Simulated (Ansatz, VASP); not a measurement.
This is a calculation of HfSiO4 (Hafnon) for VASP 6.6.1. 

The input INCAR:

```
SYSTEM = HfSiO4
PREC = Accurate
ENCUT = 520
EDIFF = 1E-7
ISMEAR = -1
SIGMA = 0.05
LREAL = .False.
LASPH = .True.
NELM = 80
ALGO = Normal
ISIF = 2
LWAVE = .False.
LCHARG = .True.
GGA = PE
LELF = .True.
LVHAR = .True.
NBANDS = 50
```

Contents of KPOINTS:

```
Automatic mesh
0
Gamma
  6 6 6
  0 0 0
```

File POSCAR:

```
HfSiO4
1.0
   -3.2862500000      3.2862500000      2.9816000000
    3.2862500000     -3.2862500000      2.9816000000
    3.2862500000      3.2862500000     -2.9816000000
Hf Si O
2 2 8
Direct
    0.0000000000      0.0000000000      0.0000000000
    0.7500000000      0.2500000000      0.5000000000
    0.5000000000      0.5000000000      0.0000000000
    0.2500000000      0.7500000000      0.5000000000
    0.6802000000      0.4957000000      0.8155000000
    0.2457000000      0.9302000000      0.3155000000
    0.6802000000      0.8647000000      0.1845000000
    0.6147000000      0.9302000000      0.6845000000
    0.0698000000      0.3853000000      0.3155000000
    0.5043000000      0.3198000000      0.1845000000
    0.0698000000      0.7543000000      0.6845000000
    0.1353000000      0.3198000000      0.8155000000
```

Potentials or basis: VASP PAW PBE potentials, release 64 (Hf_pv, Si, O).

The run is started by

```console
$ cat potpaw_PBE.64/Hf_pv/POTCAR potpaw_PBE.64/Si/POTCAR potpaw_PBE.64/O/POTCAR > POTCAR
$ mpirun -np 1 vasp_std > vasp.out
```

Task: Translate it to Ansatz 0.2.0. Potentials or basis there: all-electron LAPW, scalar-relativistic.

Result: As run (cutoffs and basis follow the program's own potentials, and thresholds, step limits or extra output files can differ):

input.yaml

```yaml
crystal:
  lattice:
    - [-3.28625, 3.28625, 2.9816]
    - [3.28625, -3.28625, 2.9816]
    - [3.28625, 3.28625, -2.9816]
  atoms:
    - { symbol: Hf, position: [0.0, 0.0, 0.0] }
    - { symbol: Hf, position: [0.75, 0.25, 0.5] }
    - { symbol: Si, position: [0.5, 0.5, 0.0] }
    - { symbol: Si, position: [0.25, 0.75, 0.5] }
    - { symbol: O, position: [0.6802, 0.4957, 0.8155] }
    - { symbol: O, position: [0.2457, 0.9302, 0.3155] }
    - { symbol: O, position: [0.6802, 0.8647, 0.1845] }
    - { symbol: O, position: [0.6147, 0.9302, 0.6845] }
    - { symbol: O, position: [0.0698, 0.3853, 0.3155] }
    - { symbol: O, position: [0.5043, 0.3198, 0.1845] }
    - { symbol: O, position: [0.0698, 0.7543, 0.6845] }
    - { symbol: O, position: [0.1353, 0.3198, 0.8155] }
kpoints:
  mp_grid: { grid: [6, 6, 6] }
scf:
  occupations: { method: fermi_dirac, width: 0.05 }
hamiltonian:
  xc: pbe
  pseudopotentials: { kind: all_electron, lapw: { basis_error: 0.001 } }
output:
  forces: true
  stress: true
  eigenvalues: true
  populations: true
```

Potentials or basis: all-electron LAPW, scalar-relativistic.

The run is started by

```console
$ ansatz run input.yaml --threads 8 --pin off --max-ram 24576MiB --backend cpu --events-out ev --progress --plain --runs-dir out
```

Both were run:

|  | VASP | Ansatz |
| --- | --- | --- |
| Pressure | 5.8 GPa | 7.5 GPa |

Where Ansatz's input types no cutoff or centring, it takes its own default and a Γ-centred mesh.

Pressure is positive in compression.
